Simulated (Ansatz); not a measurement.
# Ge under changes of volume

One of the cells (22.833 Å³/atom); the others are scaled copies at fixed shape and fractional positions:

```
Ge
1.0
     3.99759    0.00000    0.00000
    -1.99879    3.46201    0.00000
     0.00000    0.00000    6.59938
Ge
4
Direct
  0.33333 0.66667 0.93710
  0.66667 0.33333 0.43710
  0.33333 0.66667 0.56290
  0.66667 0.33333 0.06290
```

This isn't the form of Ge at room conditions, which is diamond.

| Quantity | Value |
| --- | --- |
| Program | Ansatz 0.2.0 |
| Functional | r2SCAN |
| Potentials or basis | Ansatz PAW |
| Cutoff | 500 eV (not typed: the program's choice for these potentials) |
| k mesh | 8 × 8 × 4 |
| Occupations | fermi-dirac, width 0.05 eV |
| Spin | no spin polarisation |

```csv
volume (Å³/atom),energy over the lowest point (meV/atom),pressure (GPa),largest force (eV/Å)
21.463,20.00,5.0,0.030
21.920,8.41,3.1,0.020
22.377,1.93,1.5,0.012
22.833,0.00,-0.1,0.004
23.290,2.13,-1.4,0.000
23.747,?,?,?
24.203,16.33,-3.6,0.005
```

Problem. What does the run at 23.747 Å³/atom give?

Solution. Energy over the lowest point 7.69 meV/atom; pressure -2.5 GPa; largest force 0.001 eV/Å.

Worked out: A Birch-Murnaghan fit of order 3 (a polynomial in V^(-2/3)) to the other rows has its minimum at 22.81 Å³/atom with B0 = V·E''(V) = 70 GPa and B' = 5.5 at fixed shape and positions, which overstates the stiffness. It gives 7.69 meV/atom at 23.747 Å³/atom, against the run's 7.69, and -dE/dV = -2.5 GPa, against -2.5.

Energies are extrapolated to zero smearing.

Caveats: the PAW data sets come from PBE, with cores solved anew for the run's functional, which leaves a small shift of forces and pressure.
